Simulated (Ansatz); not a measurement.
# Si3N4 (P6_3/m): the host for defect calculations, part 2 of 2

Aim: the runs on the perfect crystal Si3N4 (P6_3/m) that a defect calculation needs first.

Ansatz 0.2.0; plane-wave PAW DFT, PBEsol; relaxation of the host's cell and atoms; PAW set soft_1 (the session's first sound run).

So far. Step 3 (Dielectric tensors of the host): The principal values of the electronic dielectric tensor are 4.29, 4.29 and 4.37. The principal values of the static dielectric tensor are 8.24, 8.29 and 8.29.

## Step 8: Defect free supercell at the quarter point

The supercell is run at one point off the zone centre, to see how far that sampling misses the dense mesh.

Input file pristine.sampling_quarter/input.yaml:

```yaml
crystal:
  lattice:
    - [11.4366858739, 6.6029736679, 0.0]
    - [-11.4366858739, 6.6029736679, 0.0]
    - [0.0, 0.0, 8.7307673361]
  atoms:
    - { symbol: Si, position: [0.0195004636, 0.8065554461, 0.25] }
    - { symbol: Si, position: [0.352833797, 0.4732221127, 0.25] }
    - { symbol: Si, position: [0.6861671303, 0.1398887794, 0.25] }
    - { symbol: Si, position: [0.2129450176, 0.0195004636, 0.0833333333] }
    - { symbol: Si, position: [0.5462783509, 0.6861671303, 0.0833333333] }
    - { symbol: Si, position: [0.8796116842, 0.352833797, 0.0833333333] }
    - { symbol: Si, position: [0.1398887794, 0.4537216491, 0.0833333333] }
    - { symbol: Si, position: [0.4732221127, 0.1203883158, 0.0833333333] }
    - { symbol: Si, position: [0.8065554461, 0.7870549824, 0.0833333333] }
    - { symbol: Si, position: [0.1934445539, 0.2129450176, 0.25] }
    - { symbol: Si, position: [0.5267778873, 0.8796116842, 0.25] }
    - { symbol: Si, position: [0.8601112206, 0.5462783509, 0.25] }
    - { symbol: Si, position: [0.1203883158, 0.647166203, 0.25] }
    - { symbol: Si, position: [0.4537216491, 0.3138328697, 0.25] }
    - { symbol: Si, position: [0.7870549824, 0.9804995364, 0.25] }
    - { symbol: Si, position: [0.3138328697, 0.8601112206, 0.0833333333] }
    - { symbol: Si, position: [0.647166203, 0.5267778873, 0.0833333333] }
    - { symbol: Si, position: [0.9804995364, 0.1934445539, 0.0833333333] }
    - { symbol: "N", position: [0.0, 0.6666666667, 0.25] }
    - { symbol: "N", position: [0.3333333333, 0.3333333334, 0.25] }
    - { symbol: "N", position: [0.6666666667, 0.0, 0.25] }
    - { symbol: "N", position: [0.0, 0.3333333333, 0.0833333333] }
    - { symbol: "N", position: [0.3333333333, 0.0, 0.0833333333] }
    - { symbol: "N", position: [0.6666666667, 0.6666666666, 0.0833333333] }
    - { symbol: "N", position: [0.2134584288, 0.4565327426, 0.25] }
    - { symbol: "N", position: [0.5467917622, 0.1231994092, 0.25] }
    - { symbol: "N", position: [0.8801250955, 0.7898660759, 0.25] }
    - { symbol: "N", position: [0.0902590195, 0.8801250955, 0.0833333333] }
    - { symbol: "N", position: [0.4235923528, 0.5467917622, 0.0833333333] }
    - { symbol: "N", position: [0.7569256862, 0.2134584288, 0.0833333333] }
    - { symbol: "N", position: [0.1231994092, 0.5764076472, 0.0833333333] }
    - { symbol: "N", position: [0.4565327426, 0.2430743138, 0.0833333333] }
    - { symbol: "N", position: [0.7898660759, 0.9097409805, 0.0833333333] }
    - { symbol: "N", position: [0.2101339241, 0.0902590195, 0.25] }
    - { symbol: "N", position: [0.5434672574, 0.7569256862, 0.25] }
    - { symbol: "N", position: [0.8768005908, 0.4235923528, 0.25] }
    - { symbol: "N", position: [0.1198749045, 0.2101339241, 0.0833333333] }
    - { symbol: "N", position: [0.4532082378, 0.8768005908, 0.0833333333] }
    - { symbol: "N", position: [0.7865415712, 0.5434672574, 0.0833333333] }
    - { symbol: "N", position: [0.2430743138, 0.7865415712, 0.25] }
    - { symbol: "N", position: [0.5764076472, 0.4532082378, 0.25] }
    - { symbol: "N", position: [0.9097409805, 0.1198749045, 0.25] }
    - { symbol: Si, position: [0.0195004636, 0.8065554461, 0.5833333333] }
    - { symbol: Si, position: [0.352833797, 0.4732221127, 0.5833333333] }
    - { symbol: Si, position: [0.6861671303, 0.1398887794, 0.5833333333] }
    - { symbol: Si, position: [0.2129450176, 0.0195004636, 0.4166666667] }
    - { symbol: Si, position: [0.5462783509, 0.6861671303, 0.4166666667] }
    - { symbol: Si, position: [0.8796116842, 0.352833797, 0.4166666667] }
    - { symbol: Si, position: [0.1398887794, 0.4537216491, 0.4166666667] }
    - { symbol: Si, position: [0.4732221127, 0.1203883158, 0.4166666667] }
    - { symbol: Si, position: [0.8065554461, 0.7870549824, 0.4166666667] }
    - { symbol: Si, position: [0.1934445539, 0.2129450176, 0.5833333333] }
    - { symbol: Si, position: [0.5267778873, 0.8796116842, 0.5833333333] }
    - { symbol: Si, position: [0.8601112206, 0.5462783509, 0.5833333333] }
    - { symbol: Si, position: [0.1203883158, 0.647166203, 0.5833333333] }
    - { symbol: Si, position: [0.4537216491, 0.3138328697, 0.5833333333] }
    - { symbol: Si, position: [0.7870549824, 0.9804995364, 0.5833333333] }
    - { symbol: Si, position: [0.3138328697, 0.8601112206, 0.4166666667] }
    - { symbol: Si, position: [0.647166203, 0.5267778873, 0.4166666667] }
    - { symbol: Si, position: [0.9804995364, 0.1934445539, 0.4166666667] }
    - { symbol: "N", position: [0.0, 0.6666666667, 0.5833333333] }
    - { symbol: "N", position: [0.3333333333, 0.3333333334, 0.5833333333] }
    - { symbol: "N", position: [0.6666666667, 0.0, 0.5833333333] }
    - { symbol: "N", position: [0.0, 0.3333333333, 0.4166666667] }
    - { symbol: "N", position: [0.3333333333, 0.0, 0.4166666667] }
    - { symbol: "N", position: [0.6666666667, 0.6666666666, 0.4166666667] }
    - { symbol: "N", position: [0.2134584288, 0.4565327426, 0.5833333333] }
    - { symbol: "N", position: [0.5467917622, 0.1231994092, 0.5833333333] }
    - { symbol: "N", position: [0.8801250955, 0.7898660759, 0.5833333333] }
    - { symbol: "N", position: [0.0902590195, 0.8801250955, 0.4166666667] }
    - { symbol: "N", position: [0.4235923528, 0.5467917622, 0.4166666667] }
    - { symbol: "N", position: [0.7569256862, 0.2134584288, 0.4166666667] }
    - { symbol: "N", position: [0.1231994092, 0.5764076472, 0.4166666667] }
    - { symbol: "N", position: [0.4565327426, 0.2430743138, 0.4166666667] }
    - { symbol: "N", position: [0.7898660759, 0.9097409805, 0.4166666667] }
    - { symbol: "N", position: [0.2101339241, 0.0902590195, 0.5833333333] }
    - { symbol: "N", position: [0.5434672574, 0.7569256862, 0.5833333333] }
    - { symbol: "N", position: [0.8768005908, 0.4235923528, 0.5833333333] }
    - { symbol: "N", position: [0.1198749045, 0.2101339241, 0.4166666667] }
    - { symbol: "N", position: [0.4532082378, 0.8768005908, 0.4166666667] }
    - { symbol: "N", position: [0.7865415712, 0.5434672574, 0.4166666667] }
    - { symbol: "N", position: [0.2430743138, 0.7865415712, 0.5833333333] }
    - { symbol: "N", position: [0.5764076472, 0.4532082378, 0.5833333333] }
    - { symbol: "N", position: [0.9097409805, 0.1198749045, 0.5833333333] }
    - { symbol: Si, position: [0.0195004636, 0.8065554461, 0.9166666667] }
    - { symbol: Si, position: [0.352833797, 0.4732221127, 0.9166666667] }
    - { symbol: Si, position: [0.6861671303, 0.1398887794, 0.9166666667] }
    - { symbol: Si, position: [0.2129450176, 0.0195004636, 0.75] }
    - { symbol: Si, position: [0.5462783509, 0.6861671303, 0.75] }
    - { symbol: Si, position: [0.8796116842, 0.352833797, 0.75] }
    - { symbol: Si, position: [0.1398887794, 0.4537216491, 0.75] }
    - { symbol: Si, position: [0.4732221127, 0.1203883158, 0.75] }
    - { symbol: Si, position: [0.8065554461, 0.7870549824, 0.75] }
    - { symbol: Si, position: [0.1934445539, 0.2129450176, 0.9166666667] }
    - { symbol: Si, position: [0.5267778873, 0.8796116842, 0.9166666667] }
    - { symbol: Si, position: [0.8601112206, 0.5462783509, 0.9166666667] }
    - { symbol: Si, position: [0.1203883158, 0.647166203, 0.9166666667] }
    - { symbol: Si, position: [0.4537216491, 0.3138328697, 0.9166666667] }
    - { symbol: Si, position: [0.7870549824, 0.9804995364, 0.9166666667] }
    - { symbol: Si, position: [0.3138328697, 0.8601112206, 0.75] }
    - { symbol: Si, position: [0.647166203, 0.5267778873, 0.75] }
    - { symbol: Si, position: [0.9804995364, 0.1934445539, 0.75] }
    - { symbol: "N", position: [0.0, 0.6666666667, 0.9166666667] }
    - { symbol: "N", position: [0.3333333333, 0.3333333334, 0.9166666667] }
    - { symbol: "N", position: [0.6666666667, 0.0, 0.9166666667] }
    - { symbol: "N", position: [0.0, 0.3333333333, 0.75] }
    - { symbol: "N", position: [0.3333333333, 0.0, 0.75] }
    - { symbol: "N", position: [0.6666666667, 0.6666666666, 0.75] }
    - { symbol: "N", position: [0.2134584288, 0.4565327426, 0.9166666667] }
    - { symbol: "N", position: [0.5467917622, 0.1231994092, 0.9166666667] }
    - { symbol: "N", position: [0.8801250955, 0.7898660759, 0.9166666667] }
    - { symbol: "N", position: [0.0902590195, 0.8801250955, 0.75] }
    - { symbol: "N", position: [0.4235923528, 0.5467917622, 0.75] }
    - { symbol: "N", position: [0.7569256862, 0.2134584288, 0.75] }
    - { symbol: "N", position: [0.1231994092, 0.5764076472, 0.75] }
    - { symbol: "N", position: [0.4565327426, 0.2430743138, 0.75] }
    - { symbol: "N", position: [0.7898660759, 0.9097409805, 0.75] }
    - { symbol: "N", position: [0.2101339241, 0.0902590195, 0.9166666667] }
    - { symbol: "N", position: [0.5434672574, 0.7569256862, 0.9166666667] }
    - { symbol: "N", position: [0.8768005908, 0.4235923528, 0.9166666667] }
    - { symbol: "N", position: [0.1198749045, 0.2101339241, 0.75] }
    - { symbol: "N", position: [0.4532082378, 0.8768005908, 0.75] }
    - { symbol: "N", position: [0.7865415712, 0.5434672574, 0.75] }
    - { symbol: "N", position: [0.2430743138, 0.7865415712, 0.9166666667] }
    - { symbol: "N", position: [0.5764076472, 0.4532082378, 0.9166666667] }
    - { symbol: "N", position: [0.9097409805, 0.1198749045, 0.9166666667] }
basis:
  ecutwfc: 420
  xc_grid: 2
hamiltonian:
  xc: pbesol
  pseudopotentials: { kind: paw, azcp: { folder: soft_1 }, xc_functional: pbe }
kpoints:
  mp_grid: { grid: [1, 1, 1], shift: [0.25, 0.25, 0.25] }
scf:
  occupations: { method: fermi_dirac, width: 0.01 }
  max_iter: 100
  lower_state_search: "off"
checkpoint:
  write: "../pristine.sampling_quarter.run"
  compress: false
  write_wavefunctions: false
  write_every: 100000
```

On the command line:

```console
> ansatz run input.yaml --threads 32 --pin off --max-ram 84787MiB --backend cuda --events-out ev --progress --plain --runs-dir out --max-vram 78GiB
```

Run time: 1.4 s. Hardware: 1 × NVIDIA GB200 with 32 threads of Arm Neoverse V2, shared host; peak memory 1.1 GiB.

## Step 9: Outcome

| Item | Value |
| --- | --- |
| primitive cell vectors, lengths | 7.624, 7.624, 2.910 Å |
| electronic dielectric constant | principal values (4.29, 4.29, 4.37) |
| static dielectric constant | principal values (8.24, 8.29, 8.29) |
| gap on the k-mesh of the response run (PBEsol) | 4.20 eV |
| supercell relaxed in its symmetry less the displaced and relaxed one | 0.000 eV |
| energy an atom at the zone centre alone less that on the dense mesh | 0.022 eV |
| energy an atom at one point at (¼, ¼, ¼) less that on the dense mesh | 0.000 eV |

What this shows: Step 4: From the first step to the last the energy fell by 0.009 eV, and the largest move was 0.006 Å (N39 and 17 other atoms alike). Step 5: The energy fell by 6.971 eV from the randomly displaced start; against the sites as typed, N30 ends farthest off, by 0.01 Å, once the mean shift is taken out. The displaced cell ends within 0.01 eV of the symmetric one relaxed in its symmetry, so no lower structure shows in this supercell. The k-mesh can miss the band edges, so this gap is an upper bound at this level. All at zero temperature.

[Logs are printed without paths, hosts, clocks, repeated set-up lines and the standing remarks that a program may print on its own settings, such as how far it seeks lower states.]

[Hosts, paths, dates, database ids (printed as entryN), source tags and the programs' standing remarks are cut or masked in the printed files.]

[Runs of the host that timed out are not shown.]

[For some hosts the program warned that the k-mesh of the response run may be too coarse for force constants and the static dielectric constant; such warnings are not always shown.]
